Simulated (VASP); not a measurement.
Wanted: the native input for a VASP 6.6.1 run.

```
Task                   : single point
Functional             : PBE
Potentials or basis    : VASP PAW PBE potentials, release 64 (Ba_sv, Te)
Cutoff                 : 520 eV
k mesh                 : 8 × 8 × 8
Occupations            : gaussian, width 0.05 eV
Spin                   : no spin polarisation
Dipole correction      : no
Further INCAR settings : ALGO = Normal; EDIFF = 1e-06; NBANDS = 15
```

The structure of BaTe lies in POSCAR:

```
BaTe
1.0
    0.0000000000      3.5998251246      3.0598513559
    3.5998251246      0.0000000000      3.0598513559
    3.5998251246      3.5998251246      0.0000000000
Ba Te
1 1
Direct
    0.0000000000      0.0000000000      0.0000000000
    0.5000000000      0.5000000000      0.5000000000
```

One way to write it, as run:

INCAR

```
PREC = Accurate ; ENCUT = 520
EDIFF = 1E-6 ; ISMEAR = 0
SIGMA = 0.05 ; LREAL = False
LASPH = True ; NELM = 100
ALGO = Normal ; ISIF = 2
LWAVE = False ; LCHARG = True
GGA = PE ; LELF = True
LVHAR = True ; NBANDS = 15
```

KPOINTS

```
Automatic mesh
0
Gamma
  8 8 8
```

Potentials or basis: VASP PAW PBE potentials, release 64 (Ba_sv, Te).

Command:

```console
$ cat potpaw_PBE.64/Ba_sv/POTCAR potpaw_PBE.64/Te/POTCAR > POTCAR
$ mpirun -np 1 vasp_std > vasp.out
```

Results of the run:

```json
{
  "Pressure": "7.6 GPa",
  "Band gap on the k mesh": "0.64 eV, indirect (least direct gap 1.07 eV)"
}
```

Caveat: spin-orbit coupling is left out, which moves the levels of the heavy elements.

It took 58 s on 1 thread of Intel(R) Xeon(R) Platinum 8259CL CPU @ 2.50GHz (Skylake/Cascade Lake) (shared host), peak memory 0.26 GiB.
